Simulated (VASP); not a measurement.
# Zn (P6_3/mmc) in VASP: notebook

Aim: see how the results for Zn move with the level of theory and the settings. Levels: PBEsol, PBE, LDA. Tasks: elastic constants, phonons.

Everything below comes from runs of VASP 6.6.1. Logs are shortened: lines on timing, memory, paths and dates and some standing lists are left out, and cuts for length are marked.

### Step 1. The crystal as given

It takes space group P6_3/mmc (No. 194, hexagonal). Conventional cell: a = 2.600 Å, b = 2.600 Å, c = 4.876 Å, α = 90.00°, β = 90.00°, γ = 120.00°. Around Zn (site symmetry -6m2) lie 12 Zn at 2.60 to 2.86 Å.

### Step 2. Elastic constants, PBEsol

POSCAR reads:

```
Zn
1.0
    2.5999646903      0.0000000000      0.0000000000
   -1.2999823451      2.2516354707      0.0000000000
    0.0000000000      0.0000000000      4.8762965948
  Zn
     2
Direct
     0.3333333332999970    0.6666666667000030    0.2500000000000000
     0.6666666667000030    0.3333333332999970    0.7500000000000000
```

INCAR.step1 reads:

```
PREC = Accurate
ENCUT = 600
EDIFF = 1E-8
ISMEAR = 1
SIGMA = 0.2
LREAL = F
LASPH = T
NELM = 80
ALGO = Normal
ISIF = 3
LWAVE = F
LCHARG = F
GGA = PS
KPAR = 2
IBRION = 2
NSW = 40
EDIFFG = -0.002
```

INCAR.step2 reads:

```
PREC = Accurate
ENCUT = 600
EDIFF = 1E-8
ISMEAR = 1
SIGMA = 0.2
LREAL = F
LASPH = T
NELM = 80
ALGO = Normal
ISIF = 3
LWAVE = F
LCHARG = F
GGA = PS
KPAR = 2
IBRION = 6
NFREE = 2
POTIM = 0.015
NSW = 1
```

KPOINTS reads:

```
Automatic mesh
0
Gamma
  30 30 14
```

Potentials or basis: VASP PAW PBE potentials, release 64 (Zn).

Command:

```bash
> cat potpaw_PBE.64/Zn/POTCAR > POTCAR
> cp INCAR.step1 INCAR
> mpirun -np 2 vasp_std > vasp.out
> cp CONTCAR POSCAR
> cp INCAR.step2 INCAR
> mpirun -np 2 vasp_std > vasp.out
```

OUTCAR:

```text
PREC = Accurate
   ENCUT = 600
   EDIFF = 1E-8
   ISMEAR = 1
   LREAL = F
   LASPH = T
   NELM = 80
   ISIF = 3
   GGA = PS
   IBRION = 6
   NFREE = 2
   POTIM = 0.015
   NSW = 1

 ion  position               nearest neighbor table
   1  0.333  0.667  0.250-   2 2.85   2 2.85   2 2.85   2 2.85   2 2.85   2 2.85
   2  0.667  0.333  0.750-   1 2.85   1 2.85   1 2.85   1 2.85   1 2.85   1 2.85

  LATTYP: Found a hexagonal cell.
 ALAT       =     2.6055818139
 C/A-ratio  =     1.8610924681

  Lattice vectors:

 A1 = (   2.6055818139,   0.0000000000,   0.0000000000)
 A2 = (  -1.3027909069,   2.2565000424,   0.0000000000)
 A3 = (   0.0000000000,   0.0000000000,   4.8492286887)

Analysis of symmetry for initial positions (statically):
=====================================================================
 Subroutine PRICEL returns:
 Original cell was already a primitive cell.

 Routine SETGRP: Setting up the symmetry group for a
 hexagonal supercell.

 Subroutine GETGRP returns: Found 24 space group operations
 (whereof 12 operations were pure point group operations)
 out of a pool of 24 trial point group operations.

The static configuration has the point symmetry D_3d.
 The point group associated with its full space group is D_6h.

Analysis of symmetry for dynamics (positions and initial velocities):
=====================================================================
 Subroutine PRICEL returns:
 Original cell was already a primitive cell.

 Routine SETGRP: Setting up the symmetry group for a
 hexagonal supercell.

 Subroutine GETGRP returns: Found 24 space group operations
 (whereof 12 operations were pure point group operations)
 out of a pool of 24 trial point group operations.

The dynamic configuration has the point symmetry D_3d.
 The point group associated with its full space group is D_6h.

[... 352 lines left out ...]
      2      -5.4951      2.00000
      3      -4.6817      2.00000
      4      -4.4189      2.00000
      5      -4.4188      2.00000
      6      -4.3621      2.00000
[... 433 lines left out ...]
      3      -4.6808      2.00000
      4      -4.5040      2.00000
      5      -4.4018      2.00000
      6      -4.2566      2.00000
[... 8 lines left out ...]
     15      15.0187      0.00000
     16      15.2687      0.00000

 [... further k-points ...]
[... 5 lines left out ...]
  --------------------------------------------------------------------------------------
  -------------------------------------------------------------------------------------
  Total       -0.0039846     -0.0039846      0.0020079     -0.0000000      0.0000000     -0.0000000
  in kB       -0.2239129     -0.2239129      0.1128367     -0.0000000      0.0000000     -0.0000000
  external PRESSURE =      -0.1116630 kB  Pullay stress =       0.0000000 kB
[... 17 lines left out ...]
  FREE ENERGIE OF THE ION-ELECTRON SYSTEM (eV)
  ---------------------------------------------------
  free  energy   TOTEN  =        -3.1698808378 eV

  energy  without entropy=       -3.1705174850  energy(sigma->0) =       -3.17009305

 INTERNAL STRAIN TENSORS FROM STRAINED CELLS
 ============================================

 INTERNAL STRAIN TENSOR FOR ION    1 for displacements in x,y,z  (eV/Angst):
          X           Y           Z          XY          YZ          ZX
  --------------------------------------------------------------------------------
  x     0.00000    -0.00000    -0.00000     0.10062    -0.00000    -0.00000
  y     0.09811    -0.11577    -0.00000     0.00006    -0.00002    -0.00014
  z     0.00000    -0.00000     0.00000    -0.00000    -0.00084    -0.00000

 INTERNAL STRAIN TENSORS FROM DISPLACED ATOMS
 ============================================

 INTERNAL STRAIN TENSOR FOR ION    1 for displacements in x,y,z  (eV/Angst):
          X           Y           Z          XY          YZ          ZX
  --------------------------------------------------------------------------------
  x     0.00000    -0.00000    -0.00000     0.09381     0.00000     0.00000
  y     0.09381    -0.09381     0.00000    -0.00000     0.00000     0.00000
  z    -0.00000    -0.00000     0.00000    -0.00000    -0.00000    -0.00000

 INTERNAL STRAIN TENSOR FOR ION    2 for displacements in x,y,z  (eV/Angst):
          X           Y           Z          XY          YZ          ZX
  --------------------------------------------------------------------------------
  x    -0.00000     0.00000     0.00000    -0.09381     0.00000     0.00000
  y    -0.09381     0.09381     0.00000     0.00000     0.00000     0.00000
  z     0.00000     0.00000    -0.00000     0.00000     0.00000     0.00000

 Eigenvectors and eigenvalues of the dynamical matrix
 ----------------------------------------------------

   1 f  =    4.487068 THz    28.193079 2PiTHz  149.672471 cm-1    18.557013 meV
             X         Y         Z           dx          dy          dz
     -0.000000  1.504333  1.212307     0.000000    0.000000    0.707107
      1.302791  0.752167  3.636922    -0.000000    0.000000   -0.707107
[... 16 lines left out ...]
   5 f  =    0.000000 THz     0.000000 2PiTHz    0.000000 cm-1     0.000000 meV
             X         Y         Z           dx          dy          dz
     -0.000000  1.504333  1.212307     0.000000    0.000000    0.707107
      1.302791  0.752167  3.636922    -0.000000    0.000000    0.707107

   6 f/i=    0.000000 THz     0.000000 2PiTHz    0.000001 cm-1     0.000000 meV
             X         Y         Z           dx          dy          dz
     -0.000000  1.504333  1.212307    -0.636214    0.308597   -0.000000
      1.302791  0.752167  3.636922    -0.636214    0.308597    0.000000

--------------------------------------------------------------------------------------------------------

 ELASTIC MODULI CONTR FROM IONIC RELAXATION (kBar)
 Direction    XX          YY          ZZ          XY          YZ          ZX
 --------------------------------------------------------------------------------
 XX          -0.7110      0.7110      0.0000     -0.0000     -0.0000     -0.0000
 YY           0.7110     -0.7110      0.0000     -0.0000     -0.0000     -0.0000
 ZZ           0.0000      0.0000     -0.0000      0.0000      0.0000      0.0000
 XY          -0.0000     -0.0000      0.0000     -0.7110     -0.0000     -0.0000
 YZ          -0.0000     -0.0000      0.0000     -0.0000     -0.0000     -0.0000
 ZX          -0.0000     -0.0000      0.0000     -0.0000     -0.0000     -0.0000
 --------------------------------------------------------------------------------

 TOTAL ELASTIC MODULI (kBar)
 Direction    XX          YY          ZZ          XY          YZ          ZX
 --------------------------------------------------------------------------------
 XX        2158.5150    453.4805    564.9900      0.0000     -0.0000     -0.0000
 YY         453.4805   2158.5150    564.9900      0.0000      0.0000      0.0000
 ZZ         564.9900    564.9900    863.3192      0.0000      0.0000      0.0000
 XY           0.0000      0.0000      0.0000    852.5173     -0.0000     -0.0000
 YZ          -0.0000     -0.0000      0.0000      0.0000    486.5479      0.0000
 ZX          -0.0000      0.0000      0.0000     -0.0000      0.0000    486.5479
 --------------------------------------------------------------------------------
```

OSZICAR.step1:

```text
N       E                     dE             d eps       ncg     rms          rms(c)
DAV:   1     0.100509729019E+03    0.10051E+03   -0.13973E+04 23872   0.264E+03
DAV:   2    -0.680755877201E+00   -0.10119E+03   -0.99712E+02 23704   0.318E+02
DAV:   3    -0.349466567855E+01   -0.28139E+01   -0.28092E+01 28736   0.651E+01
DAV:   4    -0.350281079533E+01   -0.81451E-02   -0.81447E-02 27584   0.346E+00
[... 61 lines left out ...]
DAV:   1    -0.317019778498E+01   -0.19595E-05   -0.27703E-05 27232   0.880E-02    0.974E-03
DAV:   2    -0.317019613682E+01    0.16482E-05   -0.58856E-06 26776   0.540E-02    0.393E-03
DAV:   3    -0.317019590017E+01    0.23665E-06   -0.17098E-07 28704   0.735E-03    0.206E-03
DAV:   4    -0.317019582168E+01    0.78492E-07   -0.74916E-08 30600   0.497E-03    0.220E-04
DAV:   5    -0.317019581353E+01    0.81518E-08   -0.17327E-08 16088   0.169E-03
   7 F= -.31701958E+01 E0= -.31704077E+01  d E =-.805146E-04
```

Run time: 3.2 h. Hardware: 2 MPI ranks of AMD EPYC 7R43 (Zen 3), shared host; peak memory 2.5 GiB.

Results:

- Relaxed volume: 14.26 Å³/atom
- Relaxed cell: a = 2.606 Å, b = 2.606 Å, c = 4.849 Å, α = 90.00°, β = 90.00°, γ = 120.00°
- Space group after relaxing (to 0.05 Å): P6_3/mmc (No. 194)
- Voigt bulk modulus: 93 GPa
- Highest phonon frequency at Γ: 150 cm⁻¹

The path:
```
step  energy change (eV)  largest force (eV/Å)  pressure (GPa)  volume (Å³)
   1              0.0000                0.0000            0.09        28.55
   2             -0.0001                0.0000           -0.09        28.58
   3             -0.0002                0.0000           -0.22        28.60
   4             -0.0002                0.0000           -0.06        28.53
   5             -0.0002                0.0000           -0.02        28.52
   6             -0.0002                0.0000           -0.02        28.51
   7             -0.0002                0.0000           -0.01        28.51
```

Final structure:
```
CELL_PARAMETERS angstrom
2.60558 0.00000 0.00000
-1.30279 2.25650 0.00000
0.00000 0.00000 4.84923
ATOMIC_POSITIONS crystal
Zn 0.33333 0.66667 0.25000
Zn 0.66667 0.33333 0.75000
```

Phonon frequencies in cm⁻¹ (negative: imaginary):
| q point | frequencies |
| --- | --- |
| (0.000, 0.000, 0.000) | 0 0 0 76 76 150 |

Elastic tensor in Voigt notation (GPa, in the Cartesian axes of the cell as first typed):
```
216  45  56   0   0   0
 45 216  56   0   0   0
 56  56  86   0   0   0
  0   0   0  49   0   0
  0   0   0   0  49   0
  0   0   0   0   0  85
```

Clamped-ion elastic tensor (GPa):
```
216  45  56   0   0   0
 45 216  56   0   0   0
 56  56  86   0   0   0
  0   0   0  49   0   0
  0   0   0   0  49   0
  0   0   0   0   0  85
```

Caveat: the PAW data sets were made with another functional, which shifts forces and pressure a little.

### Step 3. Elastic constants, PBE

This run uses another cell than the first one, of 15.40 Å³/atom, 1.079 times its volume.

POSCAR reads:

```
Zn
1.0
    2.6361686397      0.0000000000      0.0000000000
   -1.3180843198      2.2829890106     -0.0000000000
    0.0000000000     -0.0000000000      5.1175956799
  Zn
     2
Direct
     0.3333333332999970    0.6666666667000030    0.2500000000000000
     0.6666666667000030    0.3333333332999970    0.7500000000000000
```

INCAR.step1 reads:

```
SYSTEM = Zn
PREC = Accurate
ENCUT = 600
EDIFF = 1E-8
ISMEAR = 1
SIGMA = 0.2
LREAL = .False.
LASPH = .True.
NELM = 80
ALGO = Fast
ISIF = 3
LWAVE = .False.
LCHARG = .False.
GGA = PE
KPAR = 2
IBRION = 2
NSW = 40
EDIFFG = -0.002
```

INCAR.step2 reads:

```
SYSTEM = Zn
PREC = Accurate
ENCUT = 600
EDIFF = 1E-8
ISMEAR = 1
SIGMA = 0.2
LREAL = .False.
LASPH = .True.
NELM = 80
ALGO = Fast
ISIF = 3
LWAVE = .False.
LCHARG = .False.
GGA = PE
KPAR = 2
IBRION = 6
NFREE = 2
POTIM = 0.015
NSW = 1
```

KPOINTS reads:

```
regular mesh
0
Gamma
  30 30 14
  0 0 0
```

Potentials or basis: VASP PAW PBE potentials, release 64 (Zn).

Command:

```bash
> cat potpaw_PBE.64/Zn/POTCAR > POTCAR
> cp INCAR.step1 INCAR
> mpirun -np 2 vasp_std > vasp.out
> cp CONTCAR POSCAR
> cp INCAR.step2 INCAR
> mpirun -np 2 vasp_std > vasp.out
```

Wall time 53 min (2 MPI ranks of Intel Xeon 6975P-C (Granite Rapids), shared host); peak memory 2.8 GiB.

The run converged. Its results:

```
Relaxed volume                         : 15.28 Å³/atom
Relaxed cell                           : a = 2.649 Å, b = 2.649 Å, c = 5.028 Å, α = 90.00°, β = 90.00°, γ = 120.00°
Space group after relaxing (to 0.05 Å) : P6_3/mmc (No. 194)
Voigt bulk modulus                     : 74 GPa
Highest phonon frequency at Γ          : 132 cm⁻¹
```

The path:
| step | energy change (eV) | largest force (eV/Å) | pressure (GPa) | volume (Å³) |
| --- | --- | --- | --- | --- |
| 1 | 0.0000 | 0.0000 | 0.06 | 30.80 |
| 2 | -0.0007 | 0.0000 | -0.17 | 30.82 |
| 3 | -0.0010 | 0.0000 | -0.77 | 30.89 |
| 4 | -0.0012 | 0.0000 | -0.52 | 30.86 |
| 5 | -0.0017 | 0.0000 | -0.23 | 30.69 |
| 6 | -0.0018 | 0.0000 | -0.09 | 30.61 |
| 7 | -0.0018 | 0.0000 | -0.04 | 30.58 |
| 8 | -0.0018 | 0.0000 | -0.03 | 30.57 |
| 9 | -0.0018 | 0.0000 | 0.00 | 30.57 |

Final structure:
```xyz
2
Lattice="2.6494 0.0000 0.0000 -1.3247 2.2945 0.0000 0.0000 0.0000 5.0280" Properties=species:S:1:pos:R:3 pbc="T T T"
Zn    0.0000    1.5297    1.2570
Zn    1.3247    0.7648    3.7710
```

Phonon frequencies in cm⁻¹ (negative: imaginary):
```csv
q point,frequencies
"(0.000, 0.000, 0.000)",0 0 0 64 64 132
```

Elastic tensor in Voigt notation (GPa, in the Cartesian axes of the cell as first typed):
```
186  34  39   0   0   0
 34 186  39   0   0   0
 39  39  75   0   0   0
  0   0   0  36   0   0
  0   0   0   0  36   0
  0   0   0   0   0  76
```

Clamped-ion elastic tensor (GPa):
```
186  34  39   0   0   0
 34 186  39   0   0   0
 39  39  75   0   0   0
  0   0   0  36   0   0
  0   0   0   0  36   0
  0   0   0   0   0  76
```

### Step 4. Elastic constants, LDA

This run uses another cell than the first one, of 13.74 Å³/atom, 0.963 times its volume.

POSCAR reads:

```
Zn
1.0
    2.5588644313     -0.0000000000      0.0000000000
   -1.2794322156      2.2160416024     -0.0000000000
    0.0000000000     -0.0000000000      4.8455302710
  Zn
     2
Direct
     0.3333333332999970    0.6666666667000030    0.2500000000000000
     0.6666666667000030    0.3333333332999970    0.7500000000000000
```

INCAR.step1 reads:

```
SYSTEM = Zn
ALGO = Fast
EDIFF = 1E-8
EDIFFG = -0.002
ENCUT = 600
IBRION = 2
ISIF = 3
ISMEAR = 1
KPAR = 2
LASPH = .TRUE.
LCHARG = .FALSE.
LREAL = .FALSE.
LWAVE = .FALSE.
NELM = 80
NSW = 40
PREC = Accurate
SIGMA = 0.2
```

INCAR.step2 reads:

```
SYSTEM = Zn
ALGO = Fast
EDIFF = 1E-8
ENCUT = 600
IBRION = 6
ISIF = 3
ISMEAR = 1
KPAR = 2
LASPH = .TRUE.
LCHARG = .FALSE.
LREAL = .FALSE.
LWAVE = .FALSE.
NELM = 80
NFREE = 2
NSW = 1
POTIM = 0.015
PREC = Accurate
SIGMA = 0.2
```

KPOINTS reads:

```
k-points
0
G
  30 30 14
  0 0 0
```

Potentials or basis: VASP PAW LDA potentials, release 64 (Zn).

Command:

```bash
> cat potpaw_LDA.64/Zn/POTCAR > POTCAR
> cp INCAR.step1 INCAR
> mpirun -np 2 vasp_std > vasp.out
> cp CONTCAR POSCAR
> cp INCAR.step2 INCAR
> mpirun -np 2 vasp_std > vasp.out
```

Wall time 48 min (2 MPI ranks of Intel Xeon 6975P-C (Granite Rapids), shared host); peak memory 2.5 GiB.

The run converged. Its results:

```yaml
Relaxed_volume: 13.68 Å³/atom
Relaxed_cell: a = 2.568 Å, b = 2.568 Å, c = 4.790 Å, α = 90.00°, β = 90.00°, γ = 120.00°
Space_group_after_relaxing_to_0.05_Å: P6_3/mmc (No. 194)
Voigt_bulk_modulus: 104 GPa
Highest_phonon_frequency_at_Γ: 155 cm⁻¹
```

The path:
| step | energy change (eV) | largest force (eV/Å) | pressure (GPa) | volume (Å³) |
| --- | --- | --- | --- | --- |
| 1 | 0.0000 | 0.0000 | 0.11 | 27.48 |
| 2 | -0.0006 | 0.0000 | -0.27 | 27.51 |
| 3 | -0.0008 | 0.0000 | -0.57 | 27.54 |
| 4 | -0.0011 | 0.0000 | -0.15 | 27.40 |
| 5 | -0.0011 | 0.0000 | -0.03 | 27.36 |
| 6 | -0.0011 | 0.0000 | -0.05 | 27.37 |
| 7 | -0.0011 | 0.0000 | -0.02 | 27.36 |
| 8 | -0.0011 | 0.0000 | 0.00 | 27.36 |

Final structure:
```
Zn
1.0
     2.56798    0.00000    0.00000
    -1.28399    2.22394    0.00000
     0.00000    0.00000    4.79021
Zn
2
Direct
  0.33333 0.66667 0.25000
  0.66667 0.33333 0.75000
```

Phonon frequencies in cm⁻¹ (negative: imaginary):
| q point | frequencies |
| --- | --- |
| (0.000, 0.000, 0.000) | 0 0 0 77 77 155 |

Elastic tensor in Voigt notation (GPa, in the Cartesian axes of the cell as first typed):
```
242  53  62   0   0   0
 53 242  62   0   0   0
 62  62  99   0   0   0
  0   0   0  51   0   0
  0   0   0   0  51   0
  0   0   0   0   0  94
```

Clamped-ion elastic tensor (GPa):
```
242  53  62   0   0   0
 53 242  62   0   0   0
 62  62  99   0   0   0
  0   0   0  51   0   0
  0   0   0   0  51   0
  0   0   0   0   0  94
```

(Continued in part 2 of 2.)
